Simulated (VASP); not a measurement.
# PtSe2 (Sudovikovite) (P-3m1) in VASP: notebook

Runs on PtSe2 (Sudovikovite). Level: HSE06. Tasks: single point.

Everything below comes from runs of VASP 6.6.1. Logs are shortened: lines on timing, memory, paths and dates and some standing lists are left out, and cuts for length are marked.

## 1. The structure

The structure is trigonal, space group P-3m1 (No. 164). The conventional cell has a = 3.724 Å, b = 3.724 Å, c = 5.062 Å, α = 90.00°, β = 90.00°, γ = 120.00°. Pt (site symmetry -3m) has 6 Se at 2.49 Å as nearest neighbours. Se (site symmetry 3m) has 3 Pt at 2.49 Å as nearest neighbours.

## 2. Single point, HSE06

Contents of POSCAR:

```
PtSe2
1.0
    3.7240000000      0.0000000000      0.0000000000
   -1.8620000000      3.2250786037      0.0000000000
    0.0000000000      0.0000000000      5.0620000000
Pt Se
1 2
Direct
    0.0000000000      0.0000000000      0.0000000000
    0.6666666667      0.3333333333      0.7500000000
    0.3333333333      0.6666666667      0.2500000000
```

Contents of INCAR.step1:

```
PREC     = Accurate       # precision mode
ENCUT    = 340            # plane-wave cutoff, eV
EDIFF    = 1E-5           # SCF threshold, eV
ISMEAR   = 0              # smearing method
SIGMA    = 0.01           # smearing width, eV
LREAL    = F              # projectors in reciprocal space
LASPH    = T              # aspherical terms in the spheres
NELM     = 100            # most SCF steps
ALGO     = Normal         # electronic algorithm
ISIF     = 2              # what is computed and relaxed
LWAVE    = T              # write WAVECAR
LCHARG   = F              # write CHGCAR
NBANDS   = 19             # bands
NKRED    = 1            
GGA      = PE             # functional
```

Contents of INCAR.step2:

```
PREC     = Accurate       # precision mode
ENCUT    = 340            # plane-wave cutoff, eV
EDIFF    = 1E-6           # SCF threshold, eV
ISMEAR   = 0              # smearing method
SIGMA    = 0.01           # smearing width, eV
LREAL    = F              # projectors in reciprocal space
LASPH    = T              # aspherical terms in the spheres
NELM     = 100            # most SCF steps
ALGO     = Normal         # electronic algorithm
ISIF     = 2              # what is computed and relaxed
LWAVE    = F              # write WAVECAR
LCHARG   = F              # write CHGCAR
GGA      = PE             # functional
LHFCALC  = T              # exact exchange
HFSCREEN = 0.2            # screening, 1/A
PRECFOCK = Fast         
NBANDS   = 19             # bands
NKRED    = 1            
ISTART   = 1
```

Contents of KPOINTS:

```
regular mesh
0
Gamma
  3 3 2
```

Potentials or basis: VASP PAW PBE potentials, release 64 (Pt, Se).

Command:

```
cat potpaw_PBE.64/Pt/POTCAR potpaw_PBE.64/Se/POTCAR > POTCAR
cp INCAR.step1 INCAR
mpirun -np 1 vasp_std > vasp.out
cp INCAR.step2 INCAR
mpirun -np 1 vasp_std > vasp.out
```

OUTCAR:

```text
PREC = Accurate
   ENCUT = 340
   EDIFF = 1E-6
   ISMEAR = 0
   LREAL = F
   LASPH = T
   NELM = 100
   ISIF = 2
   GGA = PE
   LHFCALC = T
   HFSCREEN = 0.2
   PRECFOCK = Fast
   NKRED = 1
   ISTART = 1

 Found      6 irreducible k-points:

 Following reciprocal coordinates:
            Coordinates               Weight
  0.000000  0.000000  0.000000      1.000000
  0.333333 -0.000000  0.000000      6.000000
  0.333333  0.333333  0.000000      2.000000
  0.000000  0.000000  0.500000      1.000000
  0.333333 -0.000000  0.500000      6.000000
  0.333333  0.333333  0.500000      2.000000
   k-points           NKPTS =      6   k-points in BZ     NKDIM =     18   number of bands    NBANDS=     19
   number of dos      NEDOS =    301   number of ions     NIONS =      3
   total plane-waves  NPLWV =  17280
   dimension x,y,z NGX =    24 NGY =   24 NGZ =   30
   dimension x,y,z NGXF=    48 NGYF=   48 NGZF=   60
   ions per type =               1   2
   NGX,Y,Z   is equivalent  to a cutoff of  10.71, 10.71,  9.85 a.u.
   NGXF,Y,Z  is equivalent  to a cutoff of  21.43, 21.43, 19.71 a.u.
 SYSTEM =  unknown system
   PREC   = accura    normal or accurate (medium, high low for compatibility)
   ISTART =      1    job   : 0-new  1-cont  2-samecut
   ICHARG =      0    charge: 1-file 2-atom 10-const
   ISPIN  =      1    spin polarized calculation?
   LNONCOLLINEAR =      F non collinear calculations
   LSORBIT =      F    spin-orbit coupling
   LASPH  =      T    aspherical Exc in radial PAW
   ENCUT  =  340.0 eV  24.99 Ry    5.00 a.u.   5.60  5.60  7.61*2*pi/ulx,y,z
   NELM   =    100;   NELMIN=  2; NELMDL=  0     # of ELM steps
   EDIFF  = 0.1E-05   stopping-criterion for ELM
   LREAL  =      F    real-space projection
   EDIFFG = 0.1E-04   stopping-criterion for IOM
   NSW    =      0    number of steps for IOM
   IBRION =     -1    ionic relax: 0-MD 1-quasi-New 2-CG
   NFREE  =      0    steps in history (QN), initial steepest desc. (CG)
   ISIF   =      2    stress and relaxation
   ISYM   =      3    0-nonsym 1-usesym 2-fastsym
   POTIM  = 0.5000    time-step for ionic-motion
   TEBEG  =    0.0;   TEEND  =   0.0 temperature during run
   PSTRESS=    0.0 pullay stress
   NELECT =      22.0000    total number of electrons
   NUPDOWN=      -1.0000    fix difference up-down
   EMIN   =  10.00;   EMAX   =-10.00  energy-range for DOS
   EFERMI =   0.00;   METHOD = LEGACY
   ISMEAR =     0;   SIGMA  =   0.01  broadening in eV -4-tet -1-fermi 0-gaus
   EFERMI_NEDOS =   21; number of points for ismear=-14 and -15
   IALGO  =     38    algorithm
   IMIX   =      1    mixing-type and parameters
     AMIX     =   0.40;   BMIX     =  1.00
     AMIX_MAG =   1.60;   BMIX_MAG =  1.00
  volume/ion in A,a.u.               =      20.27       136.76
  Fermi-wavevector in a.u.,A,eV,Ry     =   1.166608  2.204570 18.517184  1.360975
  Thomas-Fermi vector in A             =   2.303119
   LORBIT       =      0    0 simple, 1 ext, 2 COOP (PROOUT), +10 PAW based schemes
   GGA     = PE    functional components
   LHFCALC =     T    Hartree Fock is set to
   PRECFOCK=fast      Normal, Fast or Accurate (Low or Medium for compatibility)
   ENCUT4O =  -1.0   cutoff for four orbital integrals eV
   NKREDX  =     1    reduce k-point grid by
   NKREDY  =     1    reduce k-point grid by
   NKREDZ  =     1    reduce k-point grid by
   AEXX    =    0.2500 exact exchange contribution
   HFSCREEN=    0.2000 screening length (either q_TF or 0.3 A-1)
   HFSCREENC=   0.2000 screening length for correlation (either q_TF or 0.3 A-1)
   ENCUTFOCK=  -1.0 apply spherical cutoff to Coloumb kernel
   IVDW    =     0    specifies the selected vdW correction
   LEPSILON=     F    determine dielectric tensor
   LRPA    =     F    only Hartree local field effects (RPA)
 non-spin polarized calculation
 Gauss-broadening in eV      SIGMA  =   0.01
  energy-cutoff  :      340.00
  volume of cell :       60.80
 maximum number of plane-waves:       891
 NGX is ok and might be reduce to    24
  NGX = 14; NGY = 14; NGZ = 18

 number of electron      22.0000007 magnetization

 Free energy of the ion-electron system (eV)
  ---------------------------------------------------
  ext. energy  EPLUGINS =         0.00000000
  ---------------------------------------------------
  free energy    TOTEN  =       -17.33130403 eV

  energy without entropy =      -17.33067715  energy(sigma->0) =      -17.33099059

 E-fermi :   6.5135     XC(G=0):  -8.7745

 val. band max:        4.9352761204   @ k =   0.0000   0.0000   0.0000
 cond. band min:       6.5134725556   @ k =   0.3333   0.3333   0.0000
 fundamental gap:      1.5781964352
 Fermi energy:         6.5134725556

 k-point     1 :       0.0000    0.0000    0.0000
  band No.  band energies     occupation
      1     -11.1458      2.00000
      2      -7.9885      2.00000
      3      -1.9779      2.00000
      4      -1.1233      2.00000
      5      -1.1001      2.00000
      6       1.2457      2.00000
[... 11 lines left out ...]
     18      18.9875      0.00000
     19      19.5108      0.00000

 k-point     2 :       0.3333   -0.0000    0.0000
  band No.  band energies     occupation
      1      -9.9460      2.00000
      2      -8.5082      2.00000
      3      -1.2398      2.00000
      4      -0.4570      2.00000
      5      -0.3925      2.00000
      6       0.1724      2.00000
[... 11 lines left out ...]
     18      15.9807      0.00000
     19      17.9623      0.00000

 k-point     3 :       0.3333    0.3333    0.0000
  band No.  band energies     occupation
      1      -8.9133      2.00000
      2      -8.9118      2.00000
      3      -1.5037      2.00000
      4      -0.7678      2.00000
      5      -0.7416      2.00000
      6       0.6363      2.00000
[... 11 lines left out ...]
     18      17.7196      0.00000
     19      18.6115      0.00000

 k-point     4 :       0.0000    0.0000    0.5000
  band No.  band energies     occupation
      1     -10.4966      2.00000
      2      -9.2460      2.00000
      3      -1.0627      2.00000
      4      -1.0385      2.00000
      5      -0.1728      2.00000
      6       1.2082      2.00000
[... 11 lines left out ...]
     18      16.0864      0.00000
     19      16.7819      0.00000

 k-point     5 :       0.3333   -0.0000    0.5000
  band No.  band energies     occupation
      1      -9.4676      2.00000
      2      -9.0343      2.00000
      3      -1.7299      2.00000
      4      -0.8426      2.00000
      5      -0.5794      2.00000
      6       0.7650      2.00000
[... 11 lines left out ...]
     18      17.1666      0.00000
     19      18.0007      0.00000

 k-point     6 :       0.3333    0.3333    0.5000
  band No.  band energies     occupation
      1      -8.8813      2.00000
      2      -8.8797      2.00000
      3      -1.1603      2.00000
      4      -1.1439      2.00000
      5      -0.8125      2.00000
      6       1.0626      2.00000
[... 11 lines left out ...]
     18      17.2579      0.00000
     19      17.2967      0.00000

------------------------ aborting loop because EDIFF is reached ----------------------------------------

  FORCE on cell =-STRESS in cart. coord.  units (eV):
  Direction    XX          YY          ZZ          XY          YZ          ZX
  --------------------------------------------------------------------------------------
  -------------------------------------------------------------------------------------
  Total        0.5749010      0.5749010      0.8846458     -0.0000000      0.0000000     -0.0000000
  in kB       15.1506583     15.1506583     23.3135214     -0.0000000      0.0000000     -0.0000000
  external PRESSURE =      17.8716126 kB  Pullay stress =       0.0000000 kB

 VOLUME and BASIS-vectors are now :
 -----------------------------------------------------------------------------
  energy-cutoff  :      340.00
  volume of cell :       60.80
      direct lattice vectors                 reciprocal lattice vectors
     3.724000000  0.000000000  0.000000000     0.268528464  0.155034981  0.000000000
    -1.862000000  3.225078604  0.000000000     0.000000000  0.310069962  0.000000000
     0.000000000  0.000000000  5.062000000     0.000000000  0.000000000  0.197550375

 POSITION                                       TOTAL-FORCE (eV/Angst)
 -----------------------------------------------------------------------------------
      0.00000      0.00000      0.00000         0.000000      0.000000     -0.000000
      1.86200      1.07503      3.79650         0.000000     -0.000000     -0.057270
     -0.00000      2.15005      1.26550        -0.000000      0.000000      0.057270
 -----------------------------------------------------------------------------------
    total drift:                                0.000001      0.000000      0.000003

  FREE ENERGIE OF THE ION-ELECTRON SYSTEM (eV)
  ---------------------------------------------------
  free  energy   TOTEN  =       -17.3313040306 eV

  energy  without entropy=      -17.3306771533  energy(sigma->0) =      -17.33099059
```

Run time: 2 min. Hardware: 1 thread of Intel Xeon Platinum 8559C (Emerald Rapids), shared host; peak memory 0.24 GiB.

The run converged, but some of its settings lie outside the range that counts as converged, so its numbers aren't taken as properties of the crystal.

Results:

```
Free energy            : -17.3313 eV
Pressure               : 1.8 GPa
Largest force          : 0.057 eV/Å
Band gap on the k mesh : none (metal or under the smearing width)
```

Caveat: the k mesh is coarse (spacing up to 0.65 Å⁻¹), so the values aren't converged, least of all with exact exchange; the PAW data sets were made with another functional, which shifts forces and pressure a little.

[end of part 1 of 2]
